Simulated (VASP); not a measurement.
# CdS (F-43m) in VASP: band structure with HF

Aim: the band structure of CdS with HF.

Everything below comes from runs of VASP 6.6.1. Logs are shortened: lines on timing, memory, paths and dates and some standing lists are left out, and cuts for length are marked.

**1. The crystal as given**

It takes space group F-43m (No. 216, cubic). The conventional cell has a = 5.938 Å, b = 5.938 Å, c = 5.938 Å, α = 90.00°, β = 90.00°, γ = 90.00°. Around Cd (site symmetry -43m) lie 4 S at 2.57 Å. Around S (site symmetry -43m) lie 4 Cd at 2.57 Å.

**2. Band structure, HF**

The input, POSCAR:

```
CdS                                     
1.0
    0.0000000000      2.9687775098      2.9687775098
    2.9687775098     -0.0000000000      2.9687775098
    2.9687775098      2.9687775098     -0.0000000000
  Cd              S             
     1     1
Direct
     0.0000000000000000    1.0000000000000000    0.0000000000000000
     0.2500000000000000    0.2500000000000000    0.2500000000000000
```

The input, INCAR.step1:

```
ALGO     = Normal         # electronic algorithm
EDIFF    = 1E-5           # SCF threshold, eV
ENCUT    = 520            # plane-wave cutoff, eV
GGA      = PE             # functional
ISIF     = 2              # what is computed and relaxed
ISMEAR   = 0              # smearing method
KPAR     = 4            
LASPH    = T              # aspherical terms in the spheres
LCHARG   = F              # write CHGCAR
LREAL    = F              # projectors in reciprocal space
LWAVE    = T              # write WAVECAR
NBANDS   = 16             # bands
NELM     = 60             # most SCF steps
PREC     = Accurate       # precision mode
SIGMA    = 0.02           # smearing width, eV
```

The input, INCAR.step2:

```
AEXX     = 1.0            # exact-exchange fraction
AGGAC    = 0.0          
ALDAC    = 0.0          
ALGO     = Normal         # electronic algorithm
EDIFF    = 1E-7           # SCF threshold, eV
ENCUT    = 520            # plane-wave cutoff, eV
GGA      = PE             # functional
HFRCUT   = -1           
ISIF     = 2              # what is computed and relaxed
ISMEAR   = 0              # smearing method
ISTART   = 1            
KPAR     = 4            
LASPH    = T              # aspherical terms in the spheres
LCHARG   = F              # write CHGCAR
LHFCALC  = T              # exact exchange
LREAL    = F              # projectors in reciprocal space
LWAVE    = F              # write WAVECAR
NBANDS   = 16             # bands
NELM     = 60             # most SCF steps
PREC     = Accurate       # precision mode
PRECFOCK = Fast         
SIGMA    = 0.02           # smearing width, eV
```

The input, KPOINTS:

```
k-points
0
Gamma
  6 6 6
```

The input, KPOINTS_OPT:

```
path GXWKGLUWLK,UX
12
line-mode
reciprocal
 0.0000000000  0.0000000000  0.0000000000  G
 0.5000000000  0.0000000000  0.5000000000  X

 0.5000000000  0.0000000000  0.5000000000  X
 0.5000000000  0.2500000000  0.7500000000  W

 0.5000000000  0.2500000000  0.7500000000  W
 0.3750000000  0.3750000000  0.7500000000  K

 0.3750000000  0.3750000000  0.7500000000  K
 0.0000000000  0.0000000000  0.0000000000  G

 0.0000000000  0.0000000000  0.0000000000  G
 0.5000000000  0.5000000000  0.5000000000  L

 0.5000000000  0.5000000000  0.5000000000  L
 0.6250000000  0.2500000000  0.6250000000  U

 0.6250000000  0.2500000000  0.6250000000  U
 0.5000000000  0.2500000000  0.7500000000  W

 0.5000000000  0.2500000000  0.7500000000  W
 0.5000000000  0.5000000000  0.5000000000  L

 0.5000000000  0.5000000000  0.5000000000  L
 0.3750000000  0.3750000000  0.7500000000  K

 0.6250000000  0.2500000000  0.6250000000  U
 0.5000000000  0.0000000000  0.5000000000  X
```

Potentials or basis: VASP PAW PBE potentials, release 64 (Cd, S).

Command:

```console
> cat potpaw_PBE.64/Cd/POTCAR potpaw_PBE.64/S/POTCAR > POTCAR
> cp INCAR.step1 INCAR
> mpirun -np 4 vasp_std > vasp.out
> cp INCAR.step2 INCAR
> mpirun -np 4 vasp_std > vasp.out
```

OUTCAR:

```text
AEXX = 1.0
   EDIFF = 1E-7
   ENCUT = 520
   GGA = PE
   ISIF = 2
   ISMEAR = 0
   ISTART = 1
   LASPH = T
   LHFCALC = T
   LREAL = F
   NELM = 60
   PREC = Accurate
   PRECFOCK = Fast

 ion  position               nearest neighbor table
   1  0.000  0.000  0.000-   2 2.57   2 2.57   2 2.57   2 2.57
   2  0.250  0.250  0.250-   1 2.57   1 2.57   1 2.57   1 2.57

  LATTYP: Found a face centered cubic cell.
 ALAT       =     5.9375550196

  Lattice vectors:

 A1 = (   0.0000000000,   2.9687775098,   2.9687775098)
 A2 = (   2.9687775098,   0.0000000000,   2.9687775098)
 A3 = (   2.9687775098,   2.9687775098,   0.0000000000)

Analysis of symmetry for initial positions (statically):
=====================================================================
 Subroutine PRICEL returns:
 Original cell was already a primitive cell.

 Routine SETGRP: Setting up the symmetry group for a
 face centered cubic supercell.

 Subroutine GETGRP returns: Found 24 space group operations
 (whereof 24 operations were pure point group operations)
 out of a pool of 48 trial point group operations.

The static configuration has the point symmetry T_d .

Analysis of symmetry for dynamics (positions and initial velocities):
=====================================================================
 Subroutine PRICEL returns:
 Original cell was already a primitive cell.

 Routine SETGRP: Setting up the symmetry group for a
 face centered cubic supercell.

 Subroutine GETGRP returns: Found 24 space group operations
 (whereof 24 operations were pure point group operations)
 out of a pool of 48 trial point group operations.

The dynamic configuration has the point symmetry T_d .

 Subroutine INISYM returns: Found 24 space group operations
 (whereof 24 operations are pure point group operations),
 and found     1 'primitive' translations

----------------------------------------------------------------------------------------

                                     Primitive cell

  volume of cell :      52.3315

  direct lattice vectors                    reciprocal lattice vectors
     0.000000000  2.968777510  2.968777510    -0.168419492  0.168419492  0.168419492
     2.968777510  0.000000000  2.968777510     0.168419492 -0.168419492  0.168419492
     2.968777510  2.968777510  0.000000000     0.168419492  0.168419492 -0.168419492

  length of vectors
     4.198485418  4.198485418  4.198485418     0.291711117  0.291711117  0.291711117

  position of ions in fractional coordinates (direct lattice)
     0.000000000  0.000000000  0.000000000
     0.250000000  0.250000000  0.250000000

  ion indices of the primitive-cell ions
   primitive index   ion index
                 1           1
                 2           2

----------------------------------------------------------------------------------------

 KPOINTS: k-points

Automatic generation of k-mesh.
 Grid dimensions read from file:
 generate k-points for:    6    6    6

 Generating k-lattice:

  Cartesian coordinates                     Fractional coordinates (reciprocal lattice)
    -0.028069915  0.028069915  0.028069915     0.166666667  0.000000000  0.000000000
     0.028069915 -0.028069915  0.028069915     0.000000000  0.166666667  0.000000000
     0.028069915  0.028069915 -0.028069915     0.000000000  0.000000000  0.166666667

  Length of vectors
     0.048618520  0.048618520  0.048618520

  Shift w.r.t. Gamma in fractional coordinates (k-lattice)
     0.000000000  0.000000000  0.000000000

 Subroutine IBZKPT returns following result:
 ===========================================

 Found     16 irreducible k-points:

 Following reciprocal coordinates:
            Coordinates               Weight
  0.000000  0.000000  0.000000      1.000000
  0.166667  0.000000  0.000000      8.000000
  0.333333  0.000000  0.000000      8.000000
  0.500000  0.000000  0.000000      4.000000
  0.166667  0.166667  0.000000      6.000000
  0.333333  0.166667  0.000000     24.000000
[... 8 lines left out ...]
 -0.333333  0.333333  0.166667     24.000000
 -0.333333  0.500000  0.166667     12.000000
   k-points           NKPTS =     16   k-points in BZ     NKDIM =    216   number of bands    NBANDS=     16
   number of dos      NEDOS =    301   number of ions     NIONS =      2
   total plane-waves  NPLWV =  32768
   dimension x,y,z NGX =    32 NGY =   32 NGZ =   32
   dimension x,y,z NGXF=    64 NGYF=   64 NGZF=   64
   ions per type =               1   1
   NGX,Y,Z   is equivalent  to a cutoff of  12.67, 12.67, 12.67 a.u.
   NGXF,Y,Z  is equivalent  to a cutoff of  25.34, 25.34, 25.34 a.u.
 SYSTEM =  unknown system
   PREC   = accura    normal or accurate (medium, high low for compatibility)
   ISTART =      1    job   : 0-new  1-cont  2-samecut
   ICHARG =      0    charge: 1-file 2-atom 10-const
   ISPIN  =      1    spin polarized calculation?
   LNONCOLLINEAR =      F non collinear calculations
   LSORBIT =      F    spin-orbit coupling
   LASPH  =      T    aspherical Exc in radial PAW
   ENCUT  =  520.0 eV  38.22 Ry    6.18 a.u.   7.81  7.81  7.81*2*pi/ulx,y,z
   NELM   =     60;   NELMIN=  2; NELMDL=  0     # of ELM steps
   EDIFF  = 0.1E-06   stopping-criterion for ELM
   LREAL  =      F    real-space projection
   EDIFFG = 0.1E-05   stopping-criterion for IOM
   NSW    =      0    number of steps for IOM
   IBRION =     -1    ionic relax: 0-MD 1-quasi-New 2-CG
   NFREE  =      0    steps in history (QN), initial steepest desc. (CG)
   ISIF   =      2    stress and relaxation
   ISYM   =      3    0-nonsym 1-usesym 2-fastsym
   POTIM  = 0.5000    time-step for ionic-motion
   TEBEG  =    0.0;   TEEND  =   0.0 temperature during run
   PSTRESS=    0.0 pullay stress
   NELECT =      18.0000    total number of electrons
   NUPDOWN=      -1.0000    fix difference up-down
   EMIN   =  10.00;   EMAX   =-10.00  energy-range for DOS
   EFERMI =   0.00;   METHOD = LEGACY
   ISMEAR =     0;   SIGMA  =   0.02  broadening in eV -4-tet -1-fermi 0-gaus
   EFERMI_NEDOS =   21; number of points for ismear=-14 and -15
   IALGO  =     38    algorithm
   IMIX   =      1    mixing-type and parameters
     AMIX     =   0.40;   BMIX     =  1.00
     AMIX_MAG =   1.60;   BMIX_MAG =  1.00
  volume/ion in A,a.u.               =      26.17       176.58
  Fermi-wavevector in a.u.,A,eV,Ry     =   1.147039  2.167589 17.901151  1.315697
  Thomas-Fermi vector in A             =   2.283720
   LORBIT       =      0    0 simple, 1 ext, 2 COOP (PROOUT), +10 PAW based schemes
   GGA     = PE    functional components
   LHFCALC =     T    Hartree Fock is set to
   PRECFOCK=fast      Normal, Fast or Accurate (Low or Medium for compatibility)
   ENCUT4O =  -1.0   cutoff for four orbital integrals eV
   NKREDX  =     1    reduce k-point grid by
   NKREDY  =     1    reduce k-point grid by
   NKREDZ  =     1    reduce k-point grid by
   AEXX    =    1.0000 exact exchange contribution
   HFSCREEN=    0.0000 screening length (either q_TF or 0.3 A-1)
   HFSCREENC=   0.0000 screening length for correlation (either q_TF or 0.3 A-1)
   ENCUTFOCK=  -1.0 apply spherical cutoff to Coloumb kernel
   IVDW    =     0    specifies the selected vdW correction
   LEPSILON=     F    determine dielectric tensor
   LRPA    =     F    only Hartree local field effects (RPA)
 non-spin polarized calculation
 Gauss-broadening in eV      SIGMA  =   0.02
  energy-cutoff  :      520.00
  volume of cell :       52.33
 maximum number of plane-waves:      1420
  NGX = 18; NGY = 18; NGZ = 18

 number of electron      18.0000000 magnetization

 Free energy of the ion-electron system (eV)
  ---------------------------------------------------
  ext. energy  EPLUGINS =         0.00000000
  ---------------------------------------------------
  free energy    TOTEN  =       -12.75231515 eV

  energy without entropy =      -12.75231515  energy(sigma->0) =      -12.75231515

 E-fermi :  -1.9403     XC(G=0):   0.0000

 val. band max:       -2.0780730552   @ k =   0.0000   0.0000   0.0000
 cond. band min:       6.2013214604   @ k =   0.0000   0.0000   0.0000
 fundamental gap:      8.2793945155
 Fermi energy:        -1.9403251956

 k-point     1 :       0.0000    0.0000    0.0000
  band No.  band energies     occupation
      1     -18.8302      2.00000
      2     -14.1337      2.00000
      3     -14.1337      2.00000
      4     -14.1337      2.00000
      5     -13.6876      2.00000
      6     -13.6876      2.00000
[... 8 lines left out ...]
     15      17.7017      0.00000
     16      17.7017      0.00000

 k-point     2 :       0.1667    0.0000    0.0000
  band No.  band energies     occupation
      1     -18.7101      2.00000
      2     -14.1013      2.00000
      3     -14.1013      2.00000
      4     -13.9946      2.00000
      5     -13.6891      2.00000
      6     -13.6891      2.00000
[... 8 lines left out ...]
     15      16.5283      0.00000
     16      17.3381      0.00000

 k-point     3 :       0.3333    0.0000    0.0000
  band No.  band energies     occupation
      1     -18.4783      2.00000
      2     -14.0452      2.00000
      3     -14.0452      2.00000
      4     -13.6803      2.00000
      5     -13.6803      2.00000
      6     -13.5692      2.00000
[... 8 lines left out ...]
     15      17.1990      0.00000
     16      17.1990      0.00000

 k-point     4 :       0.5000    0.0000    0.0000
  band No.  band energies     occupation
      1     -18.3671      2.00000
      2     -14.0234      2.00000
      3     -14.0234      2.00000
      4     -13.6683      2.00000
      5     -13.6683      2.00000
      6     -13.2314      2.00000
[... 8 lines left out ...]
     15      19.2178      0.00000
     16      19.2178      0.00000
[... 172 lines left out ...]
 k-point    14 :       0.5000    0.3333    0.1667
  band No.  band energies     occupation
      1     -18.3346      2.00000
      2     -13.9696      2.00000
      3     -13.9505      2.00000
      4     -13.7563      2.00000
      5     -13.6623      2.00000
      6     -13.2733      2.00000
[... 8 lines left out ...]
     15      19.4456      0.00000
     16      20.0613      0.00000

 k-point    15 :      -0.3333    0.3333    0.1667
  band No.  band energies     occupation
      1     -18.2664      2.00000
      2     -13.9569      2.00000
      3     -13.9240      2.00000
      4     -13.7287      2.00000
      5     -13.6775      2.00000
      6     -13.0337      2.00000
[... 8 lines left out ...]
     15      18.6010      0.00000
     16      20.1799      0.00000

 k-point    16 :      -0.3333    0.5000    0.1667
  band No.  band energies     occupation
      1     -18.2327      2.00000
      2     -13.9090      2.00000
      3     -13.8962      2.00000
      4     -13.7665      2.00000
      5     -13.6601      2.00000
      6     -12.9905      2.00000
[... 8 lines left out ...]
     15      19.5388      0.00000
     16      20.1416      0.00000

------------------------ aborting loop because EDIFF is reached ----------------------------------------

  FORCE on cell =-STRESS in cart. coord.  units (eV):
  Direction    XX          YY          ZZ          XY          YZ          ZX
  --------------------------------------------------------------------------------------
  -------------------------------------------------------------------------------------
  Total        1.0198123      1.0198123      1.0198123     -0.0000000     -0.0000000     -0.0000000
  in kB       31.2225161     31.2225161     31.2225161     -0.0000000     -0.0000000     -0.0000000
  external PRESSURE =      31.2225161 kB  Pullay stress =       0.0000000 kB

 VOLUME and BASIS-vectors are now :
 -----------------------------------------------------------------------------
  energy-cutoff  :      520.00
  volume of cell :       52.33
      direct lattice vectors                 reciprocal lattice vectors
     0.000000000  2.968777510  2.968777510    -0.168419492  0.168419492  0.168419492
     2.968777510  0.000000000  2.968777510     0.168419492 -0.168419492  0.168419492
     2.968777510  2.968777510  0.000000000     0.168419492  0.168419492 -0.168419492

 POSITION                                       TOTAL-FORCE (eV/Angst)
 -----------------------------------------------------------------------------------
      0.00000      0.00000      0.00000        -0.000000     -0.000000     -0.000000
      1.48439      1.48439      1.48439         0.000000      0.000000      0.000000
 -----------------------------------------------------------------------------------
    total drift:                                0.000003      0.000003      0.000002

  FREE ENERGIE OF THE ION-ELECTRON SYSTEM (eV)
  ---------------------------------------------------
  free  energy   TOTEN  =       -12.7523151550 eV

  energy  without entropy=      -12.7523151550  energy(sigma->0) =      -12.75231515
```

Wall time 32 min (4 MPI ranks of Intel Xeon Platinum 8488C (Sapphire Rapids), shared host); peak memory 0.28 GiB.

Results:

| Item | Value |
| --- | --- |
| Free energy | -12.7523 eV |
| Pressure | 3.1 GPa |
| Band gap on the k mesh | 8.28 eV, direct |
| Band gap along the path | 8.28 eV, direct |

Levels at the corners of the path, in eV from the valence-band top:
| point | band 5 | band 6 | band 7 | band 8 | band 9 | band 10 | band 11 | band 12 | band 13 | band 14 |
| --- | --- | --- | --- | --- | --- | --- | --- | --- | --- | --- |
| Γ | -11.61 | -11.61 | 0.00 | 0.00 | 0.00 | 8.28 | 14.39 | 14.39 | 14.39 | 19.56 |
| X | -11.55 | -11.02 | -4.66 | -2.18 | -2.18 | 10.34 | 11.92 | 17.38 | 19.44 | 19.44 |
| X | -11.55 | -11.02 | -4.66 | -2.18 | -2.18 | 10.34 | 11.92 | 17.38 | 19.44 | 19.44 |
| W | -11.60 | -10.88 | -4.41 | -2.69 | -2.52 | 12.43 | 13.78 | 15.08 | 15.36 | 19.96 |
| W | -11.60 | -10.88 | -4.41 | -2.69 | -2.52 | 12.43 | 13.78 | 15.08 | 15.36 | 19.96 |
| K | -11.58 | -10.93 | -4.49 | -2.99 | -1.77 | 11.35 | 13.29 | 16.21 | 17.27 | 17.79 |
| K | -11.58 | -10.93 | -4.49 | -2.99 | -1.77 | 11.35 | 13.29 | 16.21 | 17.27 | 17.79 |
| Γ | -11.61 | -11.61 | 0.00 | 0.00 | 0.00 | 8.28 | 14.39 | 14.39 | 14.39 | 19.57 |
| Γ | -11.61 | -11.61 | 0.00 | 0.00 | 0.00 | 8.28 | 14.39 | 14.39 | 14.39 | 19.56 |
| L | -11.59 | -11.15 | -5.14 | -0.87 | -0.87 | 10.50 | 14.70 | 14.70 | 15.08 | 18.99 |
| L | -11.59 | -11.15 | -5.14 | -0.87 | -0.87 | 10.50 | 14.70 | 14.70 | 15.08 | 18.99 |
| U | -11.58 | -10.93 | -4.49 | -2.99 | -1.77 | 11.35 | 13.29 | 16.21 | 17.27 | 17.79 |
| U | -11.58 | -10.93 | -4.49 | -2.99 | -1.77 | 11.35 | 13.29 | 16.21 | 17.27 | 17.79 |
| W | -11.60 | -10.88 | -4.41 | -2.69 | -2.52 | 12.43 | 13.78 | 15.08 | 15.36 | 19.96 |
| W | -11.60 | -10.88 | -4.41 | -2.69 | -2.52 | 12.43 | 13.78 | 15.08 | 15.36 | 19.97 |
| L | -11.59 | -11.15 | -5.14 | -0.87 | -0.87 | 10.50 | 14.70 | 14.70 | 15.08 | 18.99 |
| L | -11.59 | -11.15 | -5.14 | -0.87 | -0.87 | 10.50 | 14.70 | 14.70 | 15.08 | 18.99 |
| K | -11.58 | -10.93 | -4.49 | -2.99 | -1.77 | 11.35 | 13.29 | 16.21 | 17.27 | 17.79 |
| U | -11.58 | -10.93 | -4.49 | -2.99 | -1.77 | 11.35 | 13.29 | 16.21 | 17.27 | 17.79 |
| X | -11.55 | -11.02 | -4.66 | -2.18 | -2.18 | 10.34 | 11.92 | 17.38 | 19.44 | 19.44 |

Caveat: the PAW data sets were made with another functional, which shifts forces and pressure a little.
